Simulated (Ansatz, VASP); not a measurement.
# One calculation of BeTe, two programs

```
Be Te
1.0
     0.00000    2.80297    2.80297
     2.80297    0.00000    2.80297
     2.80297    2.80297    0.00000
Be Te
1 1
Direct
  0.00000 0.00000 0.00000
  0.25000 0.25000 0.25000
```

Alike in both runs: functional PBEsol; k mesh 8 × 8 × 8; occupations gaussian, width 0.02 eV; no spin polarisation.

Ansatz relaxed the structure, and its values are those at the end. VASP's run is a single point on that final structure, the one shown.

|  | VASP | Ansatz |
| --- | --- | --- |
| version | VASP 6.6.1 | Ansatz 0.2.0 |
| potentials or method | VASP PAW PBE potentials, release 64 (Be, Te) | scalar-relativistic, plane waves, PAW |
| plane-wave cutoff (eV) | 520 | 420 |
| valence electrons in the cell | 8 | 18 |

VASP gave:

- gap on the k mesh at the Fermi level (eV): 1.82
- least direct gap on the mesh (eV): 3.59
- pressure (GPa): 0.2

Problem. Which values does Ansatz return?

Solution. gap on the k mesh at the Fermi level (eV): 1.84; least direct gap on the mesh (eV): 3.61; pressure (GPa): 0.0.

With one functional, cell and mesh, what is left measures potentials, basis and numerics. The two sets of potentials don't hold the same shells in valence.

Caveats: the PAW data sets were made with another functional, which shifts forces and pressure a little (VASP); spin-orbit coupling is left out, which moves the levels of the heavy elements. A k mesh can miss the band edges.
